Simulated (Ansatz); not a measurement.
**A film clamped to a substrate in AlCu3**

Computed with Ansatz 0.2.0, DFT PBEsol, scalar-relativistic, plane waves, PAW. The runs took a 420 eV cutoff, a Γ-centred 10×8×10 mesh and Gaussian smearing (0.15 eV). No spin polarisation. Energies are free energies at this smearing, counted from the undisturbed cell; pressure is positive in compression.

Reference structure (relaxed at this level; it needn't be the usual structure):

```
Al Cu
1.0
     4.17564    0.00000    0.00000
     0.00000    5.11832    0.00000
     0.00000    0.00000    4.47272
Al Cu
2 6
Direct
  0.00000 0.00000 0.66423
  0.50000 0.50000 0.33577
  0.00000 0.50000 0.66808
  0.50000 0.00000 0.33192
  0.00000 0.25102 0.16391
  0.00000 0.74898 0.16391
  0.50000 0.24898 0.83609
  0.50000 0.75102 0.83609
```

The cell (8 atoms, V0 = 95.59 Å³) is strained by p along both x and y and by q along z, fractional coordinates fixed. τp = (1/V0) ∂E/∂p = (σxx + σyy)(1 + p)(1 + q) and τq = (1/V0) ∂E/∂q = σzz(1 + p)², with tension positive.

| p | q | ΔE (meV/atom) | τp (GPa) | τq (GPa) |
| --- | --- | --- | --- | --- |
| 0.000 | 0.000 | 0.00 | -0.23 | 0.25 |
| -0.030 | 0.000 | 27.08 | -25.11 | -6.45 |
| 0.030 | 0.000 | 21.35 | 18.31 | 5.88 |
| 0.000 | -0.030 | 8.65 | -6.77 | -8.29 |
| 0.000 | 0.030 | 8.32 | 5.52 | 6.83 |

Q: Get the second derivatives of the energy density.

A: Central differences give A = ∂τp/∂p = 724 GPa (C11 + C22 + 2 C12), C = ∂τq/∂q = 252 GPa (C33) and the cross term B = ∂τq/∂p = 205 GPa (C13 + C23); ∂τp/∂q = 205 GPa must equal B, and any difference shows higher-order terms. Steps this large leave an error of some per cent of A or C in all of these, which can swamp a small B. The ions are clamped.

Q: A film of this crystal grows with z along the normal on a substrate that imposes p. How does its thickness respond, and what does the misfit cost?

A: Count p and q from the stress-free cell. A free surface needs τq = 0, so q = −(B/C) p = -0.82 p. The energy density left is (A − B²/C) p²/2 = M p², with the biaxial modulus M = 278 GPa; a misfit of 1 % costs 2.07 meV/atom, against 2.70 meV/atom if the thickness were held.

Forces appear on the atoms along this scan, and letting them relax would lower the energy and soften the response. In a metal these slopes depend on the k mesh and the smearing.

Cost: 12 runs of about 11 core-minutes in all, on Intel Xeon Platinum 8375C (Ice Lake) (shared hosts).

Stretching the film in its plane thins it, with q = -0.82 p, and this freedom lowers the cost of a 1 % misfit from 2.70 to 2.07 meV/atom. The coupling is typical of a metal: the electron gas and the overlapping ion cores resist a change of volume more than a change of shape, so the free dimension recovers part of the volume imposed by the substrate. The recovery is only partial because the close-packed framework also resists shear.

Compression costs more than equal extension along both strain paths, and the stresses show the same asymmetry. This reflects the steep rise of short-range repulsion and electronic kinetic energy as the atoms approach, so the harmonic modulus should underestimate the cost of large compressive misfits and overestimate that of tensile ones.

The close-packed layers are stacked along x, which makes the two in-plane directions inequivalent. Since they are always strained together, M can't show which of them carries more of the misfit stress, nor predict the response to unequal misfits.
